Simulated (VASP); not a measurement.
Level of theory: LDA (Ceperley-Alder, Perdew-Zunger), VASP's LDA PAW potentials (set 64) (plane waves; VASP).

The input files of a VASP run:

### POSCAR
```
CsCl
1.0
  4.1200000000   0.0000000000   0.0000000000
  0.0000000000   4.1200000000   0.0000000000
  0.0000000000   0.0000000000   4.1200000000
Cs Cl
1 1
Cartesian
  0.0000000000   0.0000000000   0.0000000000
  2.0600000000   2.0600000000   2.0600000000
```

### INCAR
```
SYSTEM  =  CsCl
PREC  =  Accurate; ENCUT  =  520; LREAL  =  .False.
LASPH  =  .True.
EDIFF  =  1E-6; NELM  =  100; ALGO  =  Normal
LMAXMIX  =  4
ISMEAR  =  0; SIGMA  =  0.05
IBRION  =  2; NSW  =  60; ISIF  =  3
EDIFFG  =  -0.01
LWAVE  =  .False.; LCHARG  =  .False.
```

**KPOINTS**
```
Automatic mesh
0
Gamma
6 6 6
0 0 0
```

POTCAR, in this order: Cs_sv Cl (LDA.64 set). Program: vasp_std.

The resulting files:

### OSZICAR
```
       N       E                     dE             d eps       ncg     rms          rms(c)
DAV:   1     0.918345064263E+02    0.91835E+02   -0.68770E+03   480   0.114E+03
DAV:   2    -0.133185496383E+01   -0.93166E+02   -0.85351E+02   716   0.189E+02
DAV:   3    -0.759162068867E+01   -0.62598E+01   -0.62339E+01   588   0.550E+01
DAV:   4    -0.765652367701E+01   -0.64903E-01   -0.64871E-01   564   0.663E+00
DAV:   5    -0.765743033503E+01   -0.90666E-03   -0.90661E-03   604   0.797E-01    0.221E+00
DAV:   6    -0.731697963846E+01    0.34045E+00   -0.59766E-01   540   0.440E+00    0.168E+00
DAV:   7    -0.726876653937E+01    0.48213E-01   -0.14737E-01   676   0.216E+00    0.903E-01
DAV:   8    -0.726154715551E+01    0.72194E-02   -0.10434E-02   572   0.754E-01    0.123E-01
DAV:   9    -0.726105726873E+01    0.48989E-03   -0.18693E-03   668   0.268E-01    0.110E-01
DAV:  10    -0.726106716937E+01   -0.99006E-05   -0.19108E-04   560   0.101E-01    0.118E-02
DAV:  11    -0.726107003773E+01   -0.28684E-05   -0.80443E-06   564   0.231E-02    0.373E-03
DAV:  12    -0.726106999257E+01    0.45157E-07   -0.36149E-06   560   0.117E-02
   1 F= -.72610700E+01 E0= -.72610700E+01  d E =-.726107E+01
       N       E                     dE             d eps       ncg     rms          rms(c)
DAV:   1    -0.772570723001E+01   -0.46464E+00   -0.79804E+00   480   0.197E+01    0.355E+00
DAV:   2    -0.736832337534E+01    0.35738E+00   -0.66313E-01   492   0.496E+00    0.116E+00
DAV:   3    -0.730793947880E+01    0.60384E-01   -0.16166E-01   492   0.250E+00    0.645E-01
DAV:   4    -0.730280778737E+01    0.51317E-02   -0.12563E-02   520   0.742E-01    0.171E-01
DAV:   5    -0.730260365077E+01    0.20414E-03   -0.87216E-04   524   0.206E-01    0.846E-02
DAV:   6    -0.730258008790E+01    0.23563E-04   -0.63579E-05   520   0.575E-02    0.195E-02
DAV:   7    -0.730257892162E+01    0.11663E-05   -0.72525E-06   556   0.171E-02    0.718E-03
DAV:   8    -0.730257866543E+01    0.25619E-06   -0.34199E-07   292   0.540E-03
   2 F= -.73025787E+01 E0= -.73025787E+01  d E =-.415087E-01
       N       E                     dE             d eps       ncg     rms          rms(c)
DAV:   1    -0.746113225140E+01   -0.15855E+00   -0.28494E+00   480   0.117E+01    0.209E+00
DAV:   2    -0.733468090409E+01    0.12645E+00   -0.23071E-01   488   0.296E+00    0.698E-01
DAV:   3    -0.731255061679E+01    0.22130E-01   -0.58622E-02   484   0.152E+00    0.374E-01
DAV:   4    -0.731082035471E+01    0.17303E-02   -0.42413E-03   512   0.438E-01    0.101E-01
DAV:   5    -0.731075198084E+01    0.68374E-04   -0.29547E-04   536   0.122E-01    0.496E-02
DAV:   6    -0.731074366930E+01    0.83115E-05   -0.21284E-05   528   0.335E-02    0.130E-02
DAV:   7    -0.731074334232E+01    0.32698E-06   -0.23539E-06   512   0.100E-02
   3 F= -.73107433E+01 E0= -.73107433E+01  d E =-.496733E-01
       N       E                     dE             d eps       ncg     rms          rms(c)
DAV:   1    -0.731161747143E+01   -0.87380E-03   -0.15786E-02   480   0.865E-01    0.153E-01
DAV:   2    -0.731091616980E+01    0.70130E-03   -0.12799E-03   488   0.222E-01    0.517E-02
DAV:   3    -0.731079190007E+01    0.12427E-03   -0.32828E-04   484   0.113E-01    0.269E-02
DAV:   4    -0.731078257838E+01    0.93217E-05   -0.23028E-05   512   0.324E-02    0.731E-03
DAV:   5    -0.731078219867E+01    0.37971E-06   -0.15211E-06   268   0.908E-03
   4 F= -.73107822E+01 E0= -.73107822E+01  d E =-.497122E-01
```

OUTCAR:
```
------------------------ aborting loop because EDIFF is reached ----------------------------------------
  FORCE on cell =-STRESS in cart. coord.  units (eV):
  Direction    XX          YY          ZZ          XY          YZ          ZX
  --------------------------------------------------------------------------------------
  Total        0.0042077      0.0042077      0.0042077     -0.0000000     -0.0000000      0.0000000
  in kB        0.1072303      0.1072303      0.1072303     -0.0000000     -0.0000000      0.0000000
  external PRESSURE =       0.1072303 kB  Pullay stress =       0.0000000 kB
  volume of cell :       62.87
      direct lattice vectors                 reciprocal lattice vectors
     3.976305012  0.000000000  0.000000000     0.251489762  0.000000000 -0.000000000
     0.000000000  3.976305012  0.000000000     0.000000000  0.251489762  0.000000000
     0.000000000  0.000000000  3.976305012    -0.000000000 -0.000000000  0.251489762
 POSITION                                       TOTAL-FORCE (eV/Angst)
 -----------------------------------------------------------------------------------
      0.00000      0.00000      0.00000        -0.000000      0.000000      0.000000
      1.98815      1.98815      1.98815         0.000000      0.000000      0.000000
 -----------------------------------------------------------------------------------
    total drift:                                0.000000      0.000000     -0.000000
  FREE ENERGIE OF THE ION-ELECTRON SYSTEM (eV)
  ---------------------------------------------------
  free  energy   TOTEN  =        -7.3107821987 eV

  energy  without entropy=       -7.3107821987  energy(sigma->0) =       -7.31078220

 reached required accuracy - stopping structural energy minimisation
```
(Selected blocks of OUTCAR.)

File CONTCAR:
```
CsCl
   1.00000000000000
     3.9763050117837579    0.0000000000000000    0.0000000000000000
     0.0000000000000000    3.9763050117837579    0.0000000000000000
     0.0000000000000000    0.0000000000000000    3.9763050117837579
  Cs              Cl
     1     1
Direct
     0.0000000000000000    0.0000000000000000    0.0000000000000000
     0.5000000000000000    0.5000000000000000    0.5000000000000000
```

Energy and stress use the plane-wave basis of the starting cell.

The compound is CsCl in the CsCl type structure. This run relaxes it. Symmetry was kept, so distortions that lower it aren't found.
